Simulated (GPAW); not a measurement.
# ZnSe (Stilleite) (F-43m) in GPAW: notebook

The runs below take ZnSe (Stilleite) through single point, with PBE.

Program: GPAW 26.7.0. These are calculated values, not measurements. Logs are shortened: lines on timing, memory, paths and dates and some standing lists are left out, and cuts for length are marked. The log counts tension as positive stress, the text compression.

**Measured values to compare with.**

From “Alloy Disordering Effects on the Thermal Conductivity and Energy Gap Temperature Dependence of Cd1−xZnxSe Ternary Crystals Grown by the Bridgman Method”, 2023, pmc:10253836, for a bulk crystal of ZnSe at 300 K: band gap 2.695 ± 0.003 eV (an exciton energy, a little under the gap).

How close the calculation comes is told below.

## Step 1: Starting point

The structure is cubic, space group F-43m (No. 216). Conventional cell: a = 5.668 Å, b = 5.668 Å, c = 5.668 Å, α = 90.00°, β = 90.00°, γ = 90.00°. Se (site symmetry -43m) has 4 Zn at 2.45 Å as nearest neighbours. Around Zn (site symmetry -43m) lie 4 Se at 2.45 Å.

## Step 2: Single point, PBE

run.py

```python
from ase.dft.bandgap import bandgap
from ase.io import read, write
from ase.units import Bohr, GPa
from gpaw import GPAW, PW
from gpaw.elf import elf_from_dft_calculation

atoms = read('ZnSe.xyz')

calc = GPAW(mode=PW(600),
            xc='PBE',
            kpts={'size': (8, 8, 8), 'gamma': True},
            occupations={'name': 'methfessel-paxton', 'order': 0, 'width': 0.012},
            nbands=18,
            convergence={'density': 1e-05, 'energy': 1e-05},
            maxiter=150,
            txt='gpaw.txt')
atoms.calc = calc
energy = atoms.get_potential_energy()
forces = atoms.get_forces()
stress = atoms.get_stress()
calc.write('gs.gpw')
write('result.traj', atoms)
print(f'Energy: {energy:.6f} eV')
print('Forces (eV/A):')
print(forces.round(4))
print('Stress (GPa):', (stress / GPa).round(3))
print('Fermi level:', round(calc.get_fermi_level(), 4), 'eV')
print(f'Gap: {bandgap(calc)[0]:.4f} eV, direct: {bandgap(calc, direct=True)[0]:.4f} eV')

# fields on the real-space grid
write('density.cube', atoms, data=calc.get_pseudo_density() * Bohr**3)
write('potential.cube', atoms, data=calc.get_electrostatic_potential())
write('elf.cube', atoms, data=elf_from_dft_calculation(calc).data)
```

ZnSe.xyz

```xyz
2
Lattice="0.0000000000 2.8338000000 2.8338000000 2.8338000000 0.0000000000 2.8338000000 2.8338000000 2.8338000000 0.0000000000" Properties=species:S:1:pos:R:3 pbc="T T T"
Se     4.2507000000      4.2507000000      4.2507000000
Zn     0.0000000000      0.0000000000      0.0000000000
```

Potentials or basis: GPAW PAW data sets (gpaw-data 1.2.1), pw.

On the command line:

```console
> OMP_NUM_THREADS=1 python run.py
```

gpaw.txt:

```text
__  _  _
 | _ |_)|_||  |
 |__||  | ||/\| - 26.7.0

Input parameters:
  mode=PW(ecut=600.0),
  convergence={'density': 1e-05, 'energy': 1e-05},
  kpts=MonkhorstPack(size=(8, 8, 8), gamma=True),
  maxiter=150,
  nbands=18,
  occupations=Occupations(name='methfessel-paxton', order=0, width=0.012),
  xc=XC(name='PBE')

Diagonalizing LCAO Hamiltonian
Converting LCAO to pw mode

                    Se

       Zn

Atoms  # Å, Bohr magnetons
|   | symbol |        x |        y |        z |    initial magnetic moments |
|---|--------|----------|----------|----------|-----------------------------|
| 0 |     Se | 4.250700 | 4.250700 | 4.250700 | ( 0.0000,  0.0000,  0.0000) |
| 1 |     Zn | 0.000000 | 0.000000 | 0.000000 | ( 0.0000,  0.0000,  0.0000) |

Unit cell  # Å
| periodic |        x |        y |        z |  lengths |    angles |
|----------|----------|----------|----------|----------|-----------|
|      yes | 0.000000 | 2.833800 | 2.833800 | 4.007598 | 60.000000 |
|      yes | 2.833800 | 0.000000 | 2.833800 | 4.007598 | 60.000000 |
|      yes | 2.833800 | 2.833800 | 0.000000 | 4.007598 | 60.000000 |

Number of symmetries: 24
Symmetry operations  # r_c * U_cc + t_c -> r_c
|    | kind |            matrix            |
|----|------|------------------------------|
|  0 |  E   |  1, 0, 0,  0, 1, 0,  0, 0, 1 |
|  1 |  σ   |  1, 0, 0,  0, 0, 1,  0, 1, 0 |
|  2 |  σ   |  1, 0,-1,  0, 1,-1,  0, 0,-1 |
|  3 |  C3  |  1, 0,-1,  0, 0,-1,  0, 1,-1 |
|  4 |  C3  |  1,-1, 0,  0,-1, 1,  0,-1, 0 |
|  5 |  σ   |  1,-1, 0,  0,-1, 0,  0,-1, 1 |
|  6 |  σ   |  0, 1, 0,  1, 0, 0,  0, 0, 1 |
|  7 |  C3  |  0, 1, 0,  0, 0, 1,  1, 0, 0 |
|  8 |  C2  |  0, 1,-1,  1, 0,-1,  0, 0,-1 |
|  9 |  S4  |  0, 1,-1,  0, 0,-1,  1, 0,-1 |
| 10 |  C3  |  0, 0, 1,  1, 0, 0,  0, 1, 0 |
| 11 |  σ   |  0, 0, 1,  0, 1, 0,  1, 0, 0 |
| 12 |  S4  |  0, 0,-1,  1, 0,-1,  0, 1,-1 |
| 13 |  C3  |  0, 0,-1,  0, 1,-1,  1, 0,-1 |
| 14 |  S4  |  0,-1, 1,  1,-1, 0,  0,-1, 0 |
| 15 |  C2  |  0,-1, 1,  0,-1, 0,  1,-1, 0 |
| 16 |  C3  |  0,-1, 0,  1,-1, 0,  0,-1, 1 |
| 17 |  S4  |  0,-1, 0,  0,-1, 1,  1,-1, 0 |
| 18 |  S4  | -1, 1, 0, -1, 0, 1, -1, 0, 0 |
| 19 |  C3  | -1, 1, 0, -1, 0, 0, -1, 0, 1 |
| 20 |  C3  | -1, 0, 1, -1, 1, 0, -1, 0, 0 |
| 21 |  S4  | -1, 0, 1, -1, 0, 0, -1, 1, 0 |
| 22 |  σ   | -1, 0, 0, -1, 1, 0, -1, 0, 1 |
| 23 |  C2  | -1, 0, 0, -1, 0, 1, -1, 1, 0 |

BZ-sampling:
  Number of BZ points: 512
  Number of IBZ points: 29

  Monkhorst-Pack size: [8, 8, 8]
  Monkhorst-Pack shift: [0.0625, 0.0625, 0.0625]

K-points  # in reciprocal-cell coordinates
|     |                                coordinates |     weight |
|-----|--------------------------------------------|------------|
|   0 | (  0.00000000,   0.00000000,   0.00000000) | 0.00195312 |
|   1 | (  0.12500000,   0.12500000,   0.00000000) | 0.01171875 |
|   2 | (  0.12500000,   0.12500000,   0.12500000) | 0.01562500 |
|   3 | (  0.25000000,   0.12500000,   0.12500000) | 0.02343750 |
|   4 | (  0.25000000,   0.25000000,   0.00000000) | 0.01171875 |
|   5 | (  0.25000000,   0.25000000,   0.12500000) | 0.04687500 |
|   6 | (  0.25000000,   0.25000000,   0.25000000) | 0.01562500 |
|   7 | (  0.37500000,   0.25000000,  -0.37500000) | 0.04687500 |
|   8 | (  0.37500000,   0.25000000,   0.12500000) | 0.04687500 |
|   9 | (  0.37500000,   0.25000000,   0.25000000) | 0.04687500 |
| ... |                                            |            |
|  28 | (  0.50000000,   0.50000000,   0.50000000) | 0.00781250 |

Plane wave coefficients: 1540
Cutoff: 600.0 eV

Spin-components: 1 (collinear spins)
Bands:           18
Projectors:      11
Spin-degeneracy: 2
Datatype:        complex128

Parallelization:
  kpt:    1
  domain: 1
  band:   1

Density:
  Valence electrons: 18.0
  Components: 1
  Grid points: [24 24 24]
  Charge: 0.0  # |e|

Potential:
  Grid points: [24 24 24]

species:
  Se:
    name:    Selenium
    Z:       34.0
    valence: 6
    core:    28
    charge:  0.0  # [|e|]
    compensation charges:
      type: gauss
      rc: 0.27  # [Å]
      lmax: 2
    cutoffs:
      filter: 1.77  # [Å]
      core: 2.67  # [Å]
    projectors
    | kind |    occ | energy [eV] | rcut [Å] |
    |------|--------|-------------|----------|
    |   4s |  2.000 |     -17.277 |    0.847 |
    |   4p |  4.000 |      -6.512 |    1.005 |
    |    s |        |       9.935 |    0.847 |
    |    p |        |      20.699 |    1.005 |
    |    d |        |       0.000 |    0.847 |

    Using partial waves for Se as LCAO basis

  Zn:
    name:    Zinc
    Z:       30.0
    valence: 12
    core:    18
    charge:  0.0  # [|e|]
    compensation charges:
      type: gauss
      rc: 0.37  # [Å]
      lmax: 2
    cutoffs:
      filter: 2.14  # [Å]
      core: 2.28  # [Å]
    projectors
    | kind |    occ | energy [eV] | rcut [Å] |
    |------|--------|-------------|----------|
    |   4s |  2.000 |      -5.977 |    1.286 |
    |   4p |  0.000 |      -1.117 |    1.270 |
    |   3d | 10.000 |     -10.142 |    1.180 |
    |    s |        |      21.234 |    1.286 |
    |    p |        |      26.095 |    1.270 |
    |    d |        |      17.070 |    1.180 |

    Using partial waves for Zn as LCAO basis

Reference energy: -114964.858784  # eV

eigensolver:
  PPCG
  Converge bands: occupied
  niter=2

density mixing:
  MSR1-Mixer
  Pratt-step length: 0.05
  Maximum mixing coefficient: 0.75
  Old densities: 10
  SVD Regularization: 0.005
  Good broyden scale: 1.0
  Trust region scale: 1.0
  Backstep threshold: 4.0
  History deletion threshold: 6.0
  Fourier metric: weight=20.0, sigma=0.015

occupation numbers:
  Methfessel-Paxton:
    width: 0.0120  # eV
    order: 0

poisson solver:
  ecut: 4800.0  # eV

xc functional:
  name: PBE with 2 nearest neighbor stencil

convergence criteria:
[... 6 lines left out ...]
|iter     | |      energy | eigst |  dens |
|---------|-|-------------|-------|-------|
|iter:   1| |   -6.339548 | -0.25 |       |
|iter:   2| |   -6.282171 | -2.22 | -1.24 |
|iter:   3| |   -6.100369 | -1.65 | -1.28 |
|iter:   4| |   -6.100329 | -2.63 | -1.83 |
|iter:   5| |   -6.101408 | -3.71 | -2.31 |
|iter:   6| |   -6.101380 | -4.25 | -2.93 |
|iter:   7| |   -6.101403c| -5.24 | -3.51 |
|iter:   8| |   -6.101407c| -6.03 | -3.93 |
|iter:   9| |   -6.101407c| -8.14c| -5.04c|

Converged in 9 steps
Energy contributions relative to reference atoms: (reference = -114964.858784)

Energy contributions:
  Kinetic:          13.004586
  Coulomb:         -11.065266
  Zero:             -0.038423
  External:          0.000000
  Xc:               -8.002304
  Entropy:           0.000000
  Spinorbit:         0.000000
  ----------------------------
  Free energy:      -6.101407
  Extrapolated:     -6.101407

dipole moment: (-7.090447, -7.090447, -7.090447)  # |e|*Ang

Fermi level: 4.353
Eigenvalues  # (at kpt = [0.000, 0.000, 0.000])
| band index |      eig [eV] | occ [0-2] |
|------------|---------------|-----------|
|          0 |        -9.375 |     2.000 |
|          1 |        -2.645 |     2.000 |
|          2 |        -2.645 |     2.000 |
|          3 |        -2.645 |     2.000 |
|          4 |        -2.279 |     2.000 |
|          5 |        -2.279 |     2.000 |
[... 10 lines left out ...]
|         16 |        16.945 |     0.000 |
|         17 |        16.945 |     0.000 |

Gap: 1.298 eV
Transition (v -> c):
  (s=0, k=0, n=8, [0.00, 0.00, 0.00]) -> (s=0, k=0, n=9, [0.00, 0.00, 0.00])
No difference between direct/indirect transitions

Forces  # eV/Ang
|        x |        y |       z |
|----------|----------|---------|
|  0.00000 | -0.00000 | 0.00000 |  # Se   0
| -0.00000 |  0.00000 | 0.00000 |  # Zn   1

Stress tensor  # eV/Ang^3
|         x |         y |         z |
|-----------|-----------|-----------|
| -0.013034 |  0.000000 | -0.000000 |
|  0.000000 | -0.013034 |  0.000000 |
| -0.000000 |  0.000000 | -0.013034 |

# Writing to gs.gpw (mode='')
```

Wall time 18 s (1 thread of Intel Xeon Platinum 8259CL at 2.50GHz (Skylake/Cascade Lake), shared host); peak memory 0.16 GiB.

Results:

```
Free energy            : -6.1014 eV
Pressure               : 2.1 GPa
Band gap on the k mesh : 1.30 eV, direct
```

Levels at points of the mesh, in eV from the valence-band top:
```
           k point  band 5  band 6  band 7  band 8  band 9  band 10  band 11  band 12  band 13  band 14
(0.00, 0.00, 0.00)   -6.15   -6.15    0.00    0.00    0.00     1.30     5.81     5.81     5.81     9.96
(0.50, 0.50, 0.00)   -6.10   -5.97   -4.74   -2.18   -2.18     2.99     3.47    10.73    11.25    11.25
(0.50, 0.50, 0.50)   -6.13   -5.99   -5.22   -0.87   -0.87     2.55     6.39     6.39     8.57    10.98
```

## Step 3: Single point, PBE

run.py

```python
from ase.dft.bandgap import bandgap
from ase.io import read, write
from ase.units import GPa
from gpaw import GPAW, PW

atoms = read('ZnSe.xyz')

calc = GPAW(mode=PW(600),
            xc='PBE',
            kpts={'size': (8, 8, 8), 'gamma': True},
            occupations={'name': 'methfessel-paxton', 'order': 0, 'width': 0.013000000000000001},
            nbands=18,
            convergence={'density': 1e-05, 'energy': 1e-05},
            maxiter=150,
            txt='gpaw.txt')
atoms.calc = calc
energy = atoms.get_potential_energy()
forces = atoms.get_forces()
stress = atoms.get_stress()
calc.write('gs.gpw')
write('result.traj', atoms)
print(f'Energy: {energy:.6f} eV')
print('Forces (eV/A):')
print(forces.round(4))
print('Stress (GPa):', (stress / GPa).round(3))
print('Fermi level:', round(calc.get_fermi_level(), 4), 'eV')
print(f'Gap: {bandgap(calc)[0]:.4f} eV, direct: {bandgap(calc, direct=True)[0]:.4f} eV')
```

ZnSe.xyz is that of step 2.

Potentials or basis: GPAW PAW data sets (gpaw-data 1.2.1), pw.

On the command line:

```console
> OMP_NUM_THREADS=1 python run.py
```

gpaw.txt:

```text
__  _  _
 | _ |_)|_||  |
 |__||  | ||/\| - 26.7.0

Input parameters:
  mode=PW(ecut=600.0),
  convergence={'density': 1e-05, 'energy': 1e-05},
  kpts=MonkhorstPack(size=(8, 8, 8), gamma=True),
  maxiter=150,
  nbands=18,
  occupations=Occupations(name='methfessel-paxton', order=0, width=0.013000000000000001),
  xc=XC(name='PBE')

Diagonalizing LCAO Hamiltonian
Converting LCAO to pw mode

                    Se

       Zn

Atoms  # Å, Bohr magnetons
|   | symbol |        x |        y |        z |    initial magnetic moments |
|---|--------|----------|----------|----------|-----------------------------|
| 0 |     Se | 4.250700 | 4.250700 | 4.250700 | ( 0.0000,  0.0000,  0.0000) |
| 1 |     Zn | 0.000000 | 0.000000 | 0.000000 | ( 0.0000,  0.0000,  0.0000) |

Unit cell  # Å
| periodic |        x |        y |        z |  lengths |    angles |
|----------|----------|----------|----------|----------|-----------|
|      yes | 0.000000 | 2.833800 | 2.833800 | 4.007598 | 60.000000 |
|      yes | 2.833800 | 0.000000 | 2.833800 | 4.007598 | 60.000000 |
|      yes | 2.833800 | 2.833800 | 0.000000 | 4.007598 | 60.000000 |

Number of symmetries: 24
Symmetry operations  # r_c * U_cc + t_c -> r_c
|    | kind |            matrix            |
|----|------|------------------------------|
|  0 |  E   |  1, 0, 0,  0, 1, 0,  0, 0, 1 |
|  1 |  σ   |  1, 0, 0,  0, 0, 1,  0, 1, 0 |
|  2 |  σ   |  1, 0,-1,  0, 1,-1,  0, 0,-1 |
|  3 |  C3  |  1, 0,-1,  0, 0,-1,  0, 1,-1 |
|  4 |  C3  |  1,-1, 0,  0,-1, 1,  0,-1, 0 |
|  5 |  σ   |  1,-1, 0,  0,-1, 0,  0,-1, 1 |
|  6 |  σ   |  0, 1, 0,  1, 0, 0,  0, 0, 1 |
|  7 |  C3  |  0, 1, 0,  0, 0, 1,  1, 0, 0 |
|  8 |  C2  |  0, 1,-1,  1, 0,-1,  0, 0,-1 |
|  9 |  S4  |  0, 1,-1,  0, 0,-1,  1, 0,-1 |
| 10 |  C3  |  0, 0, 1,  1, 0, 0,  0, 1, 0 |
| 11 |  σ   |  0, 0, 1,  0, 1, 0,  1, 0, 0 |
| 12 |  S4  |  0, 0,-1,  1, 0,-1,  0, 1,-1 |
| 13 |  C3  |  0, 0,-1,  0, 1,-1,  1, 0,-1 |
| 14 |  S4  |  0,-1, 1,  1,-1, 0,  0,-1, 0 |
| 15 |  C2  |  0,-1, 1,  0,-1, 0,  1,-1, 0 |
| 16 |  C3  |  0,-1, 0,  1,-1, 0,  0,-1, 1 |
| 17 |  S4  |  0,-1, 0,  0,-1, 1,  1,-1, 0 |
| 18 |  S4  | -1, 1, 0, -1, 0, 1, -1, 0, 0 |
| 19 |  C3  | -1, 1, 0, -1, 0, 0, -1, 0, 1 |
| 20 |  C3  | -1, 0, 1, -1, 1, 0, -1, 0, 0 |
| 21 |  S4  | -1, 0, 1, -1, 0, 0, -1, 1, 0 |
| 22 |  σ   | -1, 0, 0, -1, 1, 0, -1, 0, 1 |
| 23 |  C2  | -1, 0, 0, -1, 0, 1, -1, 1, 0 |

BZ-sampling:
  Number of BZ points: 512
  Number of IBZ points: 29

  Monkhorst-Pack size: [8, 8, 8]
  Monkhorst-Pack shift: [0.0625, 0.0625, 0.0625]

K-points  # in reciprocal-cell coordinates
|     |                                coordinates |     weight |
|-----|--------------------------------------------|------------|
|   0 | (  0.00000000,   0.00000000,   0.00000000) | 0.00195312 |
|   1 | (  0.12500000,   0.12500000,   0.00000000) | 0.01171875 |
|   2 | (  0.12500000,   0.12500000,   0.12500000) | 0.01562500 |
|   3 | (  0.25000000,   0.12500000,   0.12500000) | 0.02343750 |
|   4 | (  0.25000000,   0.25000000,   0.00000000) | 0.01171875 |
|   5 | (  0.25000000,   0.25000000,   0.12500000) | 0.04687500 |
|   6 | (  0.25000000,   0.25000000,   0.25000000) | 0.01562500 |
|   7 | (  0.37500000,   0.25000000,  -0.37500000) | 0.04687500 |
|   8 | (  0.37500000,   0.25000000,   0.12500000) | 0.04687500 |
|   9 | (  0.37500000,   0.25000000,   0.25000000) | 0.04687500 |
| ... |                                            |            |
|  28 | (  0.50000000,   0.50000000,   0.50000000) | 0.00781250 |

Plane wave coefficients: 1540
Cutoff: 600.0 eV

Spin-components: 1 (collinear spins)
Bands:           18
Projectors:      11
Spin-degeneracy: 2
Datatype:        complex128

Parallelization:
  kpt:    1
  domain: 1
  band:   1

Density:
  Valence electrons: 18.0
  Components: 1
  Grid points: [24 24 24]
  Charge: 0.0  # |e|

Potential:
  Grid points: [24 24 24]

species:
  Se:
    name:    Selenium
    Z:       34.0
    valence: 6
    core:    28
    charge:  0.0  # [|e|]
    compensation charges:
      type: gauss
      rc: 0.27  # [Å]
      lmax: 2
    cutoffs:
      filter: 1.77  # [Å]
      core: 2.67  # [Å]
    projectors
    | kind |    occ | energy [eV] | rcut [Å] |
    |------|--------|-------------|----------|
    |   4s |  2.000 |     -17.277 |    0.847 |
    |   4p |  4.000 |      -6.512 |    1.005 |
    |    s |        |       9.935 |    0.847 |
    |    p |        |      20.699 |    1.005 |
    |    d |        |       0.000 |    0.847 |

    Using partial waves for Se as LCAO basis

  Zn:
    name:    Zinc
    Z:       30.0
    valence: 12
    core:    18
    charge:  0.0  # [|e|]
    compensation charges:
      type: gauss
      rc: 0.37  # [Å]
      lmax: 2
    cutoffs:
      filter: 2.14  # [Å]
      core: 2.28  # [Å]
    projectors
    | kind |    occ | energy [eV] | rcut [Å] |
    |------|--------|-------------|----------|
    |   4s |  2.000 |      -5.977 |    1.286 |
    |   4p |  0.000 |      -1.117 |    1.270 |
    |   3d | 10.000 |     -10.142 |    1.180 |
    |    s |        |      21.234 |    1.286 |
    |    p |        |      26.095 |    1.270 |
    |    d |        |      17.070 |    1.180 |

    Using partial waves for Zn as LCAO basis

Reference energy: -114964.858784  # eV

eigensolver:
  PPCG
  Converge bands: occupied
  niter=2

density mixing:
  MSR1-Mixer
  Pratt-step length: 0.05
  Maximum mixing coefficient: 0.75
  Old densities: 10
  SVD Regularization: 0.005
  Good broyden scale: 1.0
  Trust region scale: 1.0
  Backstep threshold: 4.0
  History deletion threshold: 6.0
  Fourier metric: weight=20.0, sigma=0.015

occupation numbers:
  Methfessel-Paxton:
    width: 0.0130  # eV
    order: 0

poisson solver:
  ecut: 4800.0  # eV

xc functional:
  name: PBE with 2 nearest neighbor stencil

convergence criteria:
[... 6 lines left out ...]
|iter     | |      energy | eigst |  dens |
|---------|-|-------------|-------|-------|
|iter:   1| |   -6.339548 | -0.25 |       |
|iter:   2| |   -6.282171 | -2.22 | -1.24 |
|iter:   3| |   -6.100369 | -1.65 | -1.28 |
|iter:   4| |   -6.100329 | -2.63 | -1.83 |
|iter:   5| |   -6.101408 | -3.71 | -2.31 |
|iter:   6| |   -6.101380 | -4.25 | -2.93 |
|iter:   7| |   -6.101403c| -5.24 | -3.51 |
|iter:   8| |   -6.101407c| -6.03 | -3.93 |
|iter:   9| |   -6.101407c| -8.14c| -5.04c|

Converged in 9 steps
Energy contributions relative to reference atoms: (reference = -114964.858784)

Energy contributions:
  Kinetic:          13.004586
  Coulomb:         -11.065266
  Zero:             -0.038423
  External:          0.000000
  Xc:               -8.002304
  Entropy:           0.000000
  Spinorbit:         0.000000
  ----------------------------
  Free energy:      -6.101407
  Extrapolated:     -6.101407

dipole moment: (-7.090447, -7.090447, -7.090447)  # |e|*Ang

Fermi level: 4.353
Eigenvalues  # (at kpt = [0.000, 0.000, 0.000])
| band index |      eig [eV] | occ [0-2] |
|------------|---------------|-----------|
|          0 |        -9.375 |     2.000 |
|          1 |        -2.645 |     2.000 |
|          2 |        -2.645 |     2.000 |
|          3 |        -2.645 |     2.000 |
|          4 |        -2.279 |     2.000 |
|          5 |        -2.279 |     2.000 |
[... 10 lines left out ...]
|         16 |        16.945 |     0.000 |
|         17 |        16.945 |     0.000 |

Gap: 1.298 eV
Transition (v -> c):
  (s=0, k=0, n=8, [0.00, 0.00, 0.00]) -> (s=0, k=0, n=9, [0.00, 0.00, 0.00])
No difference between direct/indirect transitions

Forces  # eV/Ang
|       x |        y |        z |
|---------|----------|----------|
| 0.00000 |  0.00000 | -0.00000 |  # Se   0
| 0.00000 | -0.00000 | -0.00000 |  # Zn   1

Stress tensor  # eV/Ang^3
|         x |         y |         z |
|-----------|-----------|-----------|
| -0.013034 |  0.000000 | -0.000000 |
|  0.000000 | -0.013034 |  0.000000 |
| -0.000000 |  0.000000 | -0.013034 |

# Writing to gs.gpw (mode='')
```

It took 20 s on 1 thread of Intel Xeon Platinum 8259CL at 2.50GHz (Skylake/Cascade Lake), shared host; peak memory 0.16 GiB.

What came out:

- Free energy: -6.1014 eV
- Pressure: 2.1 GPa
- Band gap on the k mesh: 1.30 eV, direct

(Continued in part 2 of 2.)
